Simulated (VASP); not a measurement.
# As (P-1) in VASP: band structure with PBE+TS-HI

Aim: the band structure of As with PBE+TS-HI.

Everything below comes from runs of VASP 6.6.1. Logs are shortened: lines on timing, memory, paths and dates and some standing lists are left out, and cuts for length are marked.

## 1. The undisturbed crystal

The typed cell holds 2 atoms: a = 3.824 Å, b = 3.824 Å, c = 3.824 Å, α = 60.00°, β = 60.00°, γ = 60.00°.

This isn't the form of As at room conditions, which is rhombohedral.

## 2. Band structure, PBE+TS-HI (volume scaled by 0.8)

INCAR

```
SYSTEM = As
  PREC = Accurate
  ENCUT = 600
  EDIFF = 1E-6
  ISMEAR = 0
  SIGMA = 0.01
  LREAL = .FALSE.
  LASPH = .TRUE.
  NELM = 80
  ALGO = Normal
  ISIF = 2
  LWAVE = .FALSE.
  LCHARG = .FALSE.
  GGA = PE
  IVDW = 21
  NBANDS = 12
```

As.cif

```cif
data_As
_cell_length_a 3.54950039
_cell_length_b 3.54950039
_cell_length_c 3.54950039
_cell_angle_alpha 60.00000000
_cell_angle_beta 60.00000000
_cell_angle_gamma 60.00000000
_space_group_name_H-M_alt 'P-1'
_space_group_name_Hall '-P 1'
_space_group_IT_number 2
loop_
_space_group_symop_operation_xyz
'x,y,z'
'-x,-y,-z'
loop_
_atom_site_label
_atom_site_type_symbol
_atom_site_symmetry_multiplicity
_atom_site_Wyckoff_symbol
_atom_site_fract_x
_atom_site_fract_y
_atom_site_fract_z
_atom_site_occupancy
As1 As 2 i 0.2396088300 0.2763515400 0.2568997100 1
```

KPOINTS

```
Automatic mesh
0
G
  4 4 4
  0 0 0
```

POSCAR

```
As
 1.0000000000000000
     3.5495003899999999    0.0000000000000000    0.0000000000000000
     1.7747501950000004    3.0739575084827724    0.0000000000000000
     1.7747501950000004    1.0246525028275910    2.8981549324366296
 As 
   2
Cartesian
  1.7968793954539377  1.1127258221909595  0.7445351616780398
  5.3021213845460631  2.9858841891194037  2.1536197707585898
```

KPOINTS_OPT

```
path GXWKGLUWLK,UX
10
line-mode
reciprocal
 0.0000000000  0.0000000000  0.0000000000  G
 0.5000000000  0.0000000000  0.5000000000  X

 0.5000000000  0.0000000000  0.5000000000  X
 0.5000000000  0.2500000000  0.7500000000  W

 0.5000000000  0.2500000000  0.7500000000  W
 0.3750000000  0.3750000000  0.7500000000  K

 0.3750000000  0.3750000000  0.7500000000  K
 0.0000000000  0.0000000000  0.0000000000  G

 0.0000000000  0.0000000000  0.0000000000  G
 0.5000000000  0.5000000000  0.5000000000  L

 0.5000000000  0.5000000000  0.5000000000  L
 0.6250000000  0.2500000000  0.6250000000  U

 0.6250000000  0.2500000000  0.6250000000  U
 0.5000000000  0.2500000000  0.7500000000  W

 0.5000000000  0.2500000000  0.7500000000  W
 0.5000000000  0.5000000000  0.5000000000  L

 0.5000000000  0.5000000000  0.5000000000  L
 0.3750000000  0.3750000000  0.7500000000  K

 0.6250000000  0.2500000000  0.6250000000  U
 0.5000000000  0.0000000000  0.5000000000  X
```

Potentials or basis: VASP PAW PBE potentials, release 64 (As).

Run with:

```sh
$ ase convert -i cif -o vasp As.cif POSCAR
$ cat potpaw_PBE.64/As/POTCAR > POTCAR
$ mpirun -np 1 vasp_std > vasp.out
```

OUTCAR:

```text
SYSTEM = As
   PREC = Accurate
   ENCUT = 600
   EDIFF = 1E-6
   ISMEAR = 0
   LREAL = .FALSE.
   LASPH = .TRUE.
   NELM = 80
   ISIF = 2
   GGA = PE
   IVDW = 21
  IVDW =  21

 ion  position               nearest neighbor table
   1  0.240  0.276  0.257-   2 2.34   2 2.44   2 2.50   2 2.53   2 2.60   2 2.68
   2  0.760  0.724  0.743-   1 2.34   1 2.44   1 2.50   1 2.53   1 2.60   1 2.68

  LATTYP: Found a face centered cubic cell.
 ALAT       =     5.0197515912

  Lattice vectors:

 A1 = (   3.5495003900,   0.0000000000,   0.0000000000)
 A2 = (   1.7747501950,   3.0739575085,   0.0000000000)
 A3 = (   1.7747501950,   1.0246525028,   2.8981549324)

Analysis of symmetry for initial positions (statically):
=====================================================================
 Subroutine PRICEL returns:
 Original cell was already a primitive cell.

 Routine SETGRP: Setting up the symmetry group for a
 face centered cubic supercell.

 Subroutine GETGRP returns: Found  2 space group operations
 (whereof  2 operations were pure point group operations)
 out of a pool of 48 trial point group operations.

The static configuration has the point symmetry S_2 .

Analysis of symmetry for dynamics (positions and initial velocities):
=====================================================================
 Subroutine PRICEL returns:
 Original cell was already a primitive cell.

 Routine SETGRP: Setting up the symmetry group for a
 face centered cubic supercell.

 Subroutine GETGRP returns: Found  2 space group operations
 (whereof  2 operations were pure point group operations)
 out of a pool of 48 trial point group operations.

The dynamic configuration has the point symmetry S_2 .

 Subroutine INISYM returns: Found  2 space group operations
 (whereof  2 operations are pure point group operations),
 and found     1 'primitive' translations

----------------------------------------------------------------------------------------

                                     Primitive cell

  volume of cell :      31.6218

  direct lattice vectors                    reciprocal lattice vectors
     3.549500390  0.000000000  0.000000000     0.281729790 -0.162656770 -0.115015705
     1.774750195  3.073957508  0.000000000     0.000000000  0.325313540 -0.115015705
     1.774750195  1.024652503  2.898154932     0.000000000  0.000000000  0.345047116

  length of vectors
     3.549500390  3.549500390  3.549500390     0.345047116  0.345047116  0.345047116

  position of ions in fractional coordinates (direct lattice)
     0.239608830  0.276351540  0.256899710
     0.760391170  0.723648460  0.743100290

  ion indices of the primitive-cell ions
   primitive index   ion index
                 1           1
                 2           2

----------------------------------------------------------------------------------------

 KPOINTS: Automatic mesh

Automatic generation of k-mesh.
 Grid dimensions read from file:
 generate k-points for:    4    4    4

 Generating k-lattice:

  Cartesian coordinates                     Fractional coordinates (reciprocal lattice)
     0.070432448 -0.040664193 -0.028753926     0.250000000  0.000000000 -0.000000000
     0.000000000  0.081328385 -0.028753926     0.000000000  0.250000000 -0.000000000
     0.000000000  0.000000000  0.086261779     0.000000000  0.000000000  0.250000000

  Length of vectors
     0.086261779  0.086261779  0.086261779

  Shift w.r.t. Gamma in fractional coordinates (k-lattice)
     0.000000000  0.000000000  0.000000000

 Subroutine IBZKPT returns following result:
 ===========================================

 Found     36 irreducible k-points:

 Following reciprocal coordinates:
            Coordinates               Weight
  0.000000  0.000000  0.000000      1.000000
  0.250000  0.000000  0.000000      2.000000
  0.000000  0.250000  0.000000      2.000000
  0.000000  0.000000  0.250000      2.000000
  0.250000  0.250000  0.250000      2.000000
  0.500000  0.000000  0.000000      1.000000
[... 16 lines left out ...]
  0.250000  0.500000  0.500000      2.000000
  0.500000  0.000000  0.250000      2.000000
 [... further k-points ...]
   k-points           NKPTS =     36   k-points in BZ     NKDIM =     36   number of bands    NBANDS=     12
   number of dos      NEDOS =    301   number of ions     NIONS =      2
   total plane-waves  NPLWV =  21952
   dimension x,y,z NGX =    28 NGY =   28 NGZ =   28
   dimension x,y,z NGXF=    56 NGYF=   56 NGZF=   56
   ions per type =               2
   NGX,Y,Z   is equivalent  to a cutoff of  13.11, 13.11, 13.11 a.u.
   NGXF,Y,Z  is equivalent  to a cutoff of  26.23, 26.23, 26.23 a.u.
 SYSTEM =  As
   PREC   = accura    normal or accurate (medium, high low for compatibility)
   ISTART =      0    job   : 0-new  1-cont  2-samecut
   ICHARG =      2    charge: 1-file 2-atom 10-const
   ISPIN  =      1    spin polarized calculation?
   LNONCOLLINEAR =      F non collinear calculations
   LSORBIT =      F    spin-orbit coupling
   LASPH  =      T    aspherical Exc in radial PAW
   ENCUT  =  600.0 eV  44.10 Ry    6.64 a.u.   7.09  7.09  7.09*2*pi/ulx,y,z
   NELM   =     80;   NELMIN=  2; NELMDL= -5     # of ELM steps
   EDIFF  = 0.1E-05   stopping-criterion for ELM
   LREAL  =      F    real-space projection
   EDIFFG = 0.1E-04   stopping-criterion for IOM
   NSW    =      0    number of steps for IOM
   IBRION =     -1    ionic relax: 0-MD 1-quasi-New 2-CG
   NFREE  =      0    steps in history (QN), initial steepest desc. (CG)
   ISIF   =      2    stress and relaxation
   ISYM   =      2    0-nonsym 1-usesym 2-fastsym
   POTIM  = 0.5000    time-step for ionic-motion
   TEBEG  =    0.0;   TEEND  =   0.0 temperature during run
   PSTRESS=    0.0 pullay stress
   NELECT =      10.0000    total number of electrons
   NUPDOWN=      -1.0000    fix difference up-down
   EMIN   =  10.00;   EMAX   =-10.00  energy-range for DOS
   EFERMI =   0.00;   METHOD = LEGACY
   ISMEAR =     0;   SIGMA  =   0.01  broadening in eV -4-tet -1-fermi 0-gaus
   EFERMI_NEDOS =   21; number of points for ismear=-14 and -15
   IALGO  =     38    algorithm
   IMIX   =      4    mixing-type and parameters
     AMIX     =   0.40;   BMIX     =  1.00
     AMIX_MAG =   1.60;   BMIX_MAG =  1.00
  volume/ion in A,a.u.               =      15.81       106.70
  Fermi-wavevector in a.u.,A,eV,Ry     =   1.115354  2.107713 16.925836  1.244014
  Thomas-Fermi vector in A             =   2.251958
   LORBIT       =      0    0 simple, 1 ext, 2 COOP (PROOUT), +10 PAW based schemes
   GGA     = PE    functional components
   LHFCALC =     F    Hartree Fock is set to
   AEXX    =    0.0000 exact exchange contribution
   IVDW    =    21    specifies the selected vdW correction
   LEPSILON=     F    determine dielectric tensor
   LRPA    =     F    only Hartree local field effects (RPA)
 non-spin polarized calculation
 Gauss-broadening in eV      SIGMA  =   0.01
  energy-cutoff  :      600.00
  volume of cell :       31.62
 maximum number of plane-waves:      1067
   NGX = 15   NGY = 15   NGZ = 15

 number of electron      10.0000000 magnetization

 Free energy of the ion-electron system (eV)
  ---------------------------------------------------
  ext. energy  EPLUGINS =         0.00000000
  ---------------------------------------------------
  free energy    TOTEN  =        -8.29572770 eV

  energy without entropy =       -8.29572770  energy(sigma->0) =       -8.29572770

 E-fermi :   8.9101     XC(G=0): -11.4323

 val. band max:        8.8365961454   @ k =   0.0000   0.2500   0.0000
 cond. band min:       8.9929961678   @ k =   0.2500  -0.2500   0.5000
 fundamental gap:      0.1564000224
 Fermi energy:         8.9100620221

 k-point     1 :       0.0000    0.0000    0.0000
  band No.  band energies     occupation
      1      -8.5624      2.00000
      2       5.8131      2.00000
      3       6.2887      2.00000
      4       6.5469      2.00000
      5       6.5876      2.00000
      6      12.8333      0.00000
      7      12.9084      0.00000
      8      13.9335      0.00000
      9      14.2872      0.00000
     10      15.1556      0.00000
     11      15.2476      0.00000
     12      17.5192      0.00000

 k-point     2 :       0.2500    0.0000    0.0000
  band No.  band energies     occupation
      1      -7.5053      2.00000
      2       0.5606      2.00000
      3       6.4037      2.00000
      4       6.5784      2.00000
      5       8.8068      2.00000
      6      10.5263      0.00000
      7      10.8678      0.00000
      8      11.7469      0.00000
      9      15.5284      0.00000
     10      16.2923      0.00000
     11      16.3896      0.00000
     12      22.6160      0.00000

 k-point     3 :       0.0000    0.2500    0.0000
  band No.  band energies     occupation
      1      -7.5212      2.00000
      2       0.6557      2.00000
      3       6.3199      2.00000
      4       6.6131      2.00000
      5       8.8366      2.00000
      6      10.3911      0.00000
      7      10.7510      0.00000
      8      11.7701      0.00000
      9      15.6211      0.00000
     10      16.3541      0.00000
     11      16.4150      0.00000
     12      22.6910      0.00000
[... 286 lines left out ...]
 k-point    23 :       0.2500    0.5000    0.5000
  band No.  band energies     occupation
      1      -4.9022      2.00000
      2      -2.0825      2.00000
      3       2.3449      2.00000
      4       4.4202      2.00000
      5       5.5558      2.00000
      6      12.6890      0.00000
      7      13.4388      0.00000
      8      13.9706      0.00000
      9      15.9531      0.00000
     10      21.0046      0.00000
     11      21.7979      0.00000
     12      23.6839      0.00000

 k-point    24 :       0.5000    0.0000    0.2500
  band No.  band energies     occupation
      1      -4.9060      2.00000
      2      -2.0849      2.00000
      3       2.3697      2.00000
      4       4.6068      2.00000
      5       5.3125      2.00000
      6      12.6912      0.00000
      7      13.3614      0.00000
      8      14.1478      0.00000
      9      15.8768      0.00000
     10      21.0511      0.00000
     11      21.8947      0.00000
     12      23.6074      0.00000

 [... further k-points ...]

------------------------ aborting loop because EDIFF is reached ----------------------------------------

  Hirshfeld charges:
            ion         q(e)
   ------------------------------
      1     As         -0.000
      2     As          0.000

  Tkatchenko/Scheffler method for vdW energy calculation

  Number of pair interactions contributing to vdW energy:   49542

  Edisp (eV):   -0.52787

  FORCE on cell =-STRESS in cart. coord.  units (eV):
  Direction    XX          YY          ZZ          XY          YZ          ZX
  --------------------------------------------------------------------------------------
  -------------------------------------------------------------------------------------
  Total       6.94245     7.49741     7.26674     0.01460     0.43735    -0.06183
  in kB     351.75206   379.87006   368.18277     0.73998    22.15918    -3.13265
  external pressure =      366.60 kB  Pullay stress =        0.00 kB

 VOLUME and BASIS-vectors are now :
 -----------------------------------------------------------------------------
  energy-cutoff  :      600.00
  volume of cell :       31.62
      direct lattice vectors                 reciprocal lattice vectors
     3.549500390  0.000000000  0.000000000     0.281729790 -0.162656770 -0.115015705
     1.774750195  3.073957508  0.000000000     0.000000000  0.325313540 -0.115015705
     1.774750195  1.024652503  2.898154932     0.000000000  0.000000000  0.345047116

 POSITION                                       TOTAL-FORCE (eV/Angst)
 -----------------------------------------------------------------------------------
      1.79688      1.11273      0.74454        -0.254267     -0.857413     -0.132587
      5.30212      2.98588      2.15362         0.254267      0.857413      0.132587
 -----------------------------------------------------------------------------------
    total drift:                               -0.000000     -0.000000     -0.000000

  FREE ENERGIE OF THE ION-ELECTRON SYSTEM (eV)
  ---------------------------------------------------
  free  energy   TOTEN  =        -8.8235960658 eV

  energy  without entropy=       -8.8235960658  energy(sigma->0) =       -8.82359607
```

Wall time 25 s (1 thread of AMD EPYC 9R45 (Zen 5), shared host); peak memory 0.14 GiB.

These settings aren't checked as converged (typed here: k = 4 × 4 × 4; ENCUT = 600): the numbers below hold their error.

Results:

```
Free energy                : -8.8236 eV
Pressure                   : 36.7 GPa
Largest force              : 0.904 eV/Å
Band gap along the path    : none (metal or under the smearing width)
Dispersion energy per atom : -0.264 eV
```

Caveat: the k mesh is coarse (spacing up to 0.54 Å⁻¹), so the values aren't converged; pairwise dispersion overbinds metals, which lowers pressure and volume.
